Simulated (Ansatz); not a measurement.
**3-layer 2H-CrOSe (2H stacking) in a perpendicular field**

What dipole does a perpendicular field induce in the 3-layer 2H-CrOSe (2H stacking)? A positive field points along +c.

Method: plane-wave DFT, r2SCAN-D4, Ansatz PAW, in Ansatz 0.2.0.

Report form: the programs' logs are mostly left out.

**1. The starting structure**

The cell holds 9 atoms: 3 Se, 3 Cr and 3 O. Its edges and angles: a = 2.927 Å, b = 2.927 Å, c = 59.412 Å, α = 90.0°, β = 90.0°, γ = 120.0°. Regions: layer 1: 2H-CrOSe, 3 atoms (1 Se, 1 Cr and 1 O); layer 2: 2H-CrOSe, 3 atoms (1 Se, 1 Cr and 1 O); layer 3: 2H-CrOSe, 3 atoms (1 Se, 1 Cr and 1 O). Vacuum lies along c.

**2. Relaxation**

The starting cell is a guess, so the in-plane lattice and the atoms are relaxed first, with the slab cut off from its images along the normal.

input.yaml

```yaml
crystal:
  lattice:
    - [2.926782, 0.0, 0.0]
    - [-1.463391, 2.5346675633, 0.0]
    - [0.0, 0.0, 59.4124269098]
  atoms:
    - { symbol: Se, position: [0.3333333333, 0.6666666667, 0.3803917998] }
    - { symbol: Cr, position: [0.0, 0.0, 0.4107374974] }
    - { symbol: O, position: [0.3333333333, 0.6666666667, 0.4264676088] }
    - { symbol: Se, position: [0.0, 0.0, 0.4769620955] }
    - { symbol: Cr, position: [0.3333333333, 0.6666666667, 0.5073077932] }
    - { symbol: O, position: [0.0, 0.0, 0.5230379045] }
    - { symbol: Se, position: [0.3333333333, 0.6666666667, 0.5735323912] }
    - { symbol: Cr, position: [0.0, 0.0, 0.6038780889] }
    - { symbol: O, position: [0.3333333333, 0.6666666667, 0.6196082002] }
  periodic: [true, true, false]
kpoints:
  mp_grid: { grid: [12, 12, 1] }
hamiltonian:
  xc: r2scan
  dispersion: d4
scf:
  occupations: { method: fermi_dirac, width: 0.05 }
  convergence: { dr2_threshold: 1.0e-09 }
relax:
  f_tol: 0.004
  max_steps: 90
  cell: {}
output:
  write_potential: true
  write_density: true
  volumetric_format: npy
```

Command:

```sh
ansatz run input.yaml --threads 4 --pin off --max-ram 12288MiB --backend cpu --events-out ev --progress --plain --runs-dir out
```

Run time: 4.8 min. Hardware: 4 threads of Arm Neoverse V1, shared host; peak memory 2.3 GiB.

This run has no spin polarisation, although Cr can carry a moment.

Step by step:

```
step  energy less that of the first step (eV)  largest force component (eV/Å)  volume (Å³)
   1                                   0.0000                          1.3884       440.75
   2                                  -0.1904                          0.8330       433.76
   3                                  -0.2351                          0.1974       430.43
   4                                  -0.2398                          0.0369       433.02
   5                                  -0.2401                          0.0296       432.69
   6                                  -0.2403                          0.0033       432.63
  7*                                  -0.2394                          0.0034       432.63
```

Relaxation steps marked * repeat the geometry before them on a plane-wave basis chosen anew for their cell, so energy and pressure can jump there.

Forces are held to the 6 operations that the run works with; a distortion that breaks them can't arise in this run.

```
cell as run  before  after  change
      a (Å)   2.927  2.900  -0.9 %
      b (Å)   2.927  2.900  -0.9 %
```

The atoms that moved most (Å, along periodic axes as changes of fractional coordinates times the final cell, across vacuum about the mean position):

```
atom     dx     dy      dz  length
 Se1  0.000  0.000   0.264   0.264
 Cr8  0.000  0.000  -0.261   0.261
  O3  0.000  0.000   0.234   0.234
  O9  0.000  0.000  -0.213   0.213
 Se7  0.000  0.000  -0.170   0.170
 Cr2  0.000  0.000   0.152   0.152
 Cr5  0.000  0.000  -0.067   0.067
 Se4  0.000  0.000   0.042   0.042
```

This step gave:

| Item | Value |
| --- | --- |
| energy at zero smearing | -28289.2624 eV |

The lattice constant a goes from 2.927 to 2.900 Å.

**3. Single point, field 0**

A sawtooth potential applies the field, turning back in the middle of the vacuum. With the dipole correction the typed value is the field outside the slab. The induced dipole is small, so the SCF threshold is tight.

The cell differs from the one that the last finished run ended in (c 59.412 → 31.735 Å).

input.yaml

```yaml
crystal:
  lattice:
    - [2.8996917722, 0.0, 0.0]
    - [-1.4498458861, 2.5112067379, 0.0]
    - [0.0, 0.0, 31.7350599376]
  atoms:
    - { symbol: Se, position: [0.3333333333, 0.6666666667, 0.2835980149] }
    - { symbol: Cr, position: [0.0, 0.0, 0.33687902] }
    - { symbol: O, position: [0.3333333333, 0.6666666667, 0.3689153814] }
    - { symbol: Se, position: [0.0, 0.0, 0.45738569] }
    - { symbol: Cr, position: [0.3333333333, 0.6666666667, 0.51076288] }
    - { symbol: O, position: [0.0, 0.0, 0.5429544595] }
    - { symbol: Se, position: [0.3333333333, 0.6666666667, 0.6315126397] }
    - { symbol: Cr, position: [0.0, 0.0, 0.6854469074] }
    - { symbol: O, position: [0.3333333333, 0.6666666667, 0.7164019851] }
kpoints:
  mp_grid: { grid: [18, 18, 1] }
  band_path:
    path: [[0, 0, 0], [0.5, 0, 0], [0.33333333, 0.33333333, 0], [0, 0, 0]]
    npoints: 16
hamiltonian:
  xc: r2scan
  dispersion: d4
scf:
  occupations: { method: fermi_dirac, width: 0.05 }
  convergence: { dr2_threshold: 1.0e-10 }
efield:
  axis: 3
  dipole_correction: true
  ramp_position: 0.97
  ramp_width: 0.06
  amplitude: 0
output:
  dos: { projected: true, e_range: [-6, 5] }
  bader: true
  write_potential: true
  write_density: true
  volumetric_format: npy
  elf: true
```

Wall time 83 s (4 threads); peak memory 1.6 GiB.

Numbers from this step:

- energy at zero smearing: -28289.2649 eV
- work function, upper face: 6.821 eV
- work function, lower face: 3.896 eV
- dipole along the normal: -0.1177 e·Å
- step between the vacuum levels: 2.924 eV

Running mean over a fixed 2.5 Å (it still follows the layers) of the planar mean; the ramp of the sawtooth is left out. Electron's electrostatic potential energy less the Fermi level against z:

```
z (Å)  electron's electrostatic potential energy less the Fermi level (eV)
    4                                                                 3.90
    5                                                                 3.89
    6                                                                 3.85
    7                                                                 2.89
    8                                                                -1.70
    9                                                                -6.27
   10                                                                -10.1
   11                                                                -9.21
   12                                                                -3.34
   13                                                              -0.0620
   14                                                                -3.50
   15                                                                -8.64
   16                                                                -10.1
   17                                                                -6.81
   18                                                               -0.646
   19                                                               -0.958
   20                                                                -5.63
   21                                                                -9.81
   22                                                                -9.18
   23                                                                -2.97
   24                                                                 4.34
   25                                                                 6.76
   26                                                                 6.82
   27                                                                 6.82
   28                                                                 6.82
```

The density of states has structure finer than the step of the table below, so its rows give means over 0.25 eV, whole bins alone (the curve runs from -6 to 1.99 eV). Peaks (eV: height): -4.870: 24.9, -4.760: 28.4, -3.050: 14.7, -2.800: 20.0, -1.090: 17.2, 0.310: 19.1, 1.770: 14.6.

The density of states by energy, zero at the Fermi level; means over each step:

```
energy (eV)  density of states (states/eV a cell)
      -5.75                                  4.94
      -5.50                                  7.67
      -5.25                                  7.88
      -5.00                                  8.90
      -4.75                                  16.6
      -4.50                                  4.80
      -4.25                                  2.81
      -4.00                                  2.42
      -3.75                                  2.48
      -3.50                                  4.20
      -3.25                                  4.78
      -3.00                                  7.63
      -2.75                                  7.33
      -2.50                                  5.29
      -2.25                                  3.72
      -2.00                                  5.45
      -1.75                                  3.80
      -1.50                                  1.05
      -1.25                                  6.24
      -1.00                                  10.3
      -0.75                                  3.54
      -0.50                                  1.54
      -0.25                                  1.26
       0.00                                  2.60
       0.25                                  8.45
       0.50                                  8.98
       0.75                                  11.4
       1.00                                  7.74
       1.25                                  3.84
       1.50                                  6.88
       1.75                                  12.8
```

Projected DOS per atom over height of the atomic layer and energy from the Fermi level. Layers: Se Cr O Se Cr O Se Cr O from below.

Values in states/eV, 22 rows by 9 columns, each cell a mean:
```
0.47 2.00 0.62 0.43 2.31 0.76 0.43 3.22 1.27
0.25 2.02 0.81 0.23 1.52 0.64 0.27 0.55 0.16
0.34 0.89 0.20 0.44 1.29 0.23 0.53 1.53 0.22
0.69 2.68 0.25 0.71 2.74 0.24 0.68 2.45 0.20
0.53 2.53 0.21 0.38 2.25 0.16 0.31 2.11 0.19
0.10 1.02 0.09 0.05 0.57 0.10 0.04 0.59 0.17
0.01 0.25 0.14 0.01 0.27 0.15 0.02 0.33 0.17
0.02 0.37 0.16 0.03 0.47 0.19 0.14 1.65 0.53
0.24 2.84 0.63 0.28 3.11 0.66 0.16 1.62 0.30
0.04 0.49 0.09 0.04 0.22 0.01 0.08 0.42 0.01
0.23 0.75 0.03 0.46 1.04 0.06 0.61 1.11 0.09
0.67 0.91 0.11 0.56 0.70 0.11 0.49 0.54 0.11
0.39 0.38 0.10 0.57 0.46 0.24 1.16 0.82 0.67
1.01 0.69 0.71 1.83 1.08 0.95 1.29 0.75 0.51
1.28 0.66 0.62 0.75 0.33 0.33 0.63 0.29 0.26
0.79 0.33 0.41 0.44 0.19 0.16 0.47 0.21 0.23
0.46 0.20 0.24 0.39 0.16 0.21 0.38 0.14 0.23
0.41 0.16 0.29 0.42 0.19 0.45 0.45 0.19 0.80
0.53 1.00 2.75 0.44 1.30 3.42 0.41 1.27 3.21
0.42 0.63 1.47 0.53 0.57 1.29 0.69 0.70 1.54
0.92 0.73 1.63 0.68 0.61 1.34 0.47 0.50 0.88
0.31 0.33 0.58 0.44 0.43 0.80 0.43 0.52 0.95
```
Columns: height of the atomic layer (Å) from 9 to 22.7 (not evenly spaced); rows upwards: energy from the Fermi level (eV) from -5.96 to 1.96.

The electronic bands at the labelled points (eV, zero at the Fermi level):

```
  point  band 51  band 52  band 53  band 54  band 55  band 56  band 57  band 58
      Γ    -1.43    -0.03     0.07     0.30     1.50     1.50     1.57     1.57
halfway    -1.80    -1.03    -0.92    -0.66     0.52     0.69     0.79     1.19
      M    -1.72    -1.25    -1.16    -0.87     0.28     0.42     0.49     0.53
halfway    -2.65    -1.11    -1.00    -0.86     0.08     0.20     0.23     0.86
      K    -2.57    -1.26    -1.14    -1.09    -0.09     0.02     0.05     1.08
halfway    -2.50    -1.06    -0.96    -0.74     0.38     0.53     0.62     0.90
      Γ    -1.43    -0.03     0.07     0.30     1.50     1.50     1.57     1.57
```

Valence density in the ca plane at fractional y = 0.667, with atoms of Se and O and Cr within 0.2 Å of it. It is the smooth field of the valence electrons, not physical close to the nuclei.

Ten steps, logarithmic in the rise over the least value, from '0' (0 e/Å³) to '9' (29 e/Å³), each cell a mean:
```
00000000000000011111221100000122221111221000
00000000000000011111221100000122221111221000
00000000000000122221112211000112211222110000
00000000000001356421123442000011113564110001
00000000000002489631125663100001125886200001
00000000000002589731125664100001125886200001
00000000000001356421123542000011123664100001
00000000000001122221112211000112211222110000
```
Columns run along c (16.0 Å, from fractional 0.10 to 0.60 of the cell), rows up along a (2.9 Å). Atoms in or near the plane, at fractional coordinates: Se at (0.28, 0.33), O at (0.37, 0.33), Cr at (0.51, 0.33).

Electrostatic potential energy in the ca plane at fractional y = 0.667, with atoms of Se and O and Cr within 0.2 Å of it. With pseudopotentials it is smooth inside the atoms' cores, unlike the true potential.

Ten even steps from '0' (-36 eV) to '9' (9 eV), each cell a mean:
```
99999999999999988886557899999754578888999999
99999999999999988886557899999754578888899999
99999999999999765677778899999876777657899999
99999999999998545468886358999988873102799998
99999999999997467547881006999998861000589998
99999999999997467547881005999998861000589998
99999999999998555458885248999988873002699998
99999999999999755677778899999876777556899999
```
Columns run along c (16.0 Å, from fractional 0.10 to 0.60 of the cell; values clipped at the 3rd and 97th percentile), rows up along a (2.9 Å). Atoms in or near the plane, at fractional coordinates: Se at (0.28, 0.33), O at (0.37, 0.33), Cr at (0.51, 0.33).

ELF in the ca plane at fractional y = 0.667, with atoms of Se and O and Cr within 0.2 Å of it. It is the smooth field of the valence electrons, not physical close to the nuclei.

Ten even steps from '0' (0.00) to '9' (0.90), each cell a mean:
```
00000000000000001234442121011001688776422477
00000000000000001123442121011002788776422477
00000000000000125677775211365300467775211245
00000000000001368997687314888730134542366311
00000000000002589984267326758950001222699620
00000000000002589984267326748950001222799720
00000000000001479997677314889830123442377311
00000000000000135788775211466400367775221134
```
Columns run along c (16.0 Å, from fractional 0.06 to 0.56 of the cell), rows up along a (2.9 Å). Atoms in or near the plane, at fractional coordinates: Se at (0.28, 0.33), O at (0.37, 0.33), Cr at (0.51, 0.33).

The work function of the upper face is 6.82 eV.

**4. Single point, field 0.1 V/Å**

input.yaml: that of step 3 with these lines changed.

```diff
@@ -29,8 +29,6 @@
   dipole_correction: true
-  ramp_position: 0.97
-  ramp_width: 0.06
-  amplitude: 0
+  ramp_position: 0.9483
+  ramp_width: 0.0863
+  amplitude: 0.1
 output:
-  dos: { projected: true, e_range: [-6, 5] }
-  bader: true
   write_potential: true
@@ -38,2 +36 @@
   volumetric_format: npy
-  elf: true
```

The job ended after 69 s (4 threads; peak memory 1.6 GiB; 4.6 min of CPU time).

The dipole is -0.0556 e·Å, 0.0621 e·Å from its value without field.

**5. Atoms held, field -0.1 V/Å**

input.yaml: that of step 4 with these lines changed.

```diff
@@ -31,3 +31,3 @@
   ramp_width: 0.0863
-  amplitude: 0.1
+  amplitude: -0.1
 output:
```

The job ended after 63 s (4 threads; peak memory 1.6 GiB).

The dipole is -0.180 e·Å, -0.0621 e·Å from its value without field.

**6. Atoms held, field 0.5 V/Å**

input.yaml: that of step 5 with these lines changed.

```diff
@@ -29,5 +29,5 @@
   dipole_correction: true
-  ramp_position: 0.9483
-  ramp_width: 0.0863
-  amplitude: -0.1
+  ramp_position: 0.8969
+  ramp_width: 0.1893
+  amplitude: 0.5
 output:
```

Run time: 84 s. Hardware: 4 threads; peak memory 1.6 GiB; 5.5 min of CPU time.

The dipole is 0.193 e·Å, 0.311 e·Å from its value without field.

**7. Atoms held, field -0.3 V/Å**

input.yaml: that of step 6 with these lines changed.

```diff
@@ -29,6 +29,8 @@
   dipole_correction: true
-  ramp_position: 0.8969
-  ramp_width: 0.1893
-  amplitude: 0.5
+  ramp_position: 0.9461
+  ramp_width: 0.0909
+  amplitude: -0.3
 output:
+  dos: { projected: true, e_range: [-6, 5] }
+  bader: true
   write_potential: true
@@ -36 +38,2 @@
   volumetric_format: npy
+  elf: true
```

Wall time 86 s (4 threads); peak memory 1.6 GiB; 5.7 min of CPU time.

The dipole is -0.304 e·Å, -0.186 e·Å from its value without field.

(Continued in part 2 of 2.)

[Logs are printed without paths, hosts, clocks, repeated set-up lines and the standing remarks that a program may print on its own settings, such as how far it seeks lower states.]

[Hosts, paths, dates, database ids (printed as entryN), source tags and the programs' standing remarks are cut or masked in the printed files.]

[Maps of the electrostatic potential energy from Ansatz leave out the sawtooth potential of an applied field or a dipole correction, so their vacuum need not be flat; planar profiles and work functions include it.]

[The density of states shown here was stored with 400 of the rows of the run's finer table, so its peaks can read low, often by over a quarter, or be missed, and its means over a window can be off by a tenth or more.]
